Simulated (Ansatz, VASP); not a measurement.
## Two plane-wave programs on K

The input INCAR:

```
SYSTEM = K
PREC = Accurate
ENCUT = 520
EDIFF = 1E-6
ISMEAR = 0
SIGMA = 0.15
LREAL = .FALSE.
LASPH = .TRUE.
NELM = 100
ALGO = Normal
ISIF = 2
LWAVE = .FALSE.
LCHARG = .FALSE.
GGA = PS
NBANDS = 10
```

The input KPOINTS:

```
regular mesh
0
G
  14 14 14
  0 0 0
```

POSCAR

```
K
1.0
   -2.4216500000      2.4216500000      2.6180000000
    2.4216500000     -2.4216500000      2.6180000000
    2.4216500000      2.4216500000     -2.6180000000
K
1
Direct
    0.0000000000      0.0000000000      0.0000000000
```

Input for Ansatz:

```yaml
crystal:
  lattice:
    - [-2.42165, 2.42165, 2.618]
    - [2.42165, -2.42165, 2.618]
    - [2.42165, 2.42165, -2.618]
  atoms:
    - { symbol: K, position: [0.0, 0.0, 0.0] }
basis:
  ecutwfc: 420
kpoints:
  mp_grid: { grid: [14, 14, 14] }
hamiltonian:
  xc: pbesol
scf:
  occupations: { method: gaussian, width: 0.15 }
output:
  forces: true
  stress: true
  eigenvalues: true
```

Change from the starting cell: strain -0.0750 x Voigt [1, 1, 0, 0, 0, 0], atoms carried along.

Alike in both runs: task single point; functional PBEsol; k mesh 14 × 14 × 14; occupations gaussian, width 0.15 eV; no spin polarisation.

|  | VASP | Ansatz |
| --- | --- | --- |
| version | VASP 6.6.1 | Ansatz 0.2.0 |
| potentials or method | VASP PAW PBE potentials, release 64 (K_sv) | scalar-relativistic, plane waves, PAW |
| plane-wave cutoff (eV) | 520 | 420 |
| valence electrons in the cell | 9 | 9 |

```tsv
	VASP	Ansatz	Ansatz less VASP
gap on the k mesh at the Fermi level (eV)	none	none	-
pressure (GPa)	0.7	0.7	+0.01
```

A gap of «none» marks a metal or a gap that the smearing closes.

Caveats: the PAW data sets were made with another functional, which shifts forces and pressure a little (VASP).
